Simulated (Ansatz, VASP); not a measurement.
## Two plane-wave programs on SnO2

```
Sn O
1.0
     4.65567    0.00000    0.00000
     0.00000    4.65576    0.00000
     0.00000    0.00000    3.31762
Sn O
2 4
Direct
  0.50000 0.50000 0.50000
  0.00000 0.00000 0.00000
  0.30746 0.30745 0.00000
  0.80746 0.19255 0.50000
  0.19254 0.80745 0.50000
  0.69254 0.69255 0.00000
```

Alike in both runs: task single point; functional LDA; k mesh 6 × 6 × 8; occupations gaussian, width 0.02 eV; no spin polarisation.

```csv
,VASP,Ansatz
version,VASP 6.6.1,Ansatz 0.2.0
potentials or method,"VASP PAW LDA potentials, release 64 (Sn_d, O)","scalar-relativistic, plane waves, PAW"
plane-wave cutoff (eV),520,420
valence electrons in the cell,52,52
```

```csv
,VASP,Ansatz,Ansatz less VASP
gap on the k mesh at the Fermi level (eV),0.94,0.90,-0.037
least direct gap on the mesh (eV),0.94,0.90,-0.037
pressure (GPa),-2.8,-3.8,-1.00
largest component of the traceless stress (GPa),7.36,7.53,+0.170
```

Ansatz warned: «near_symmetry_operations_not_taken».

Caveats: spin-orbit coupling is left out, which moves the levels of the heavy elements.
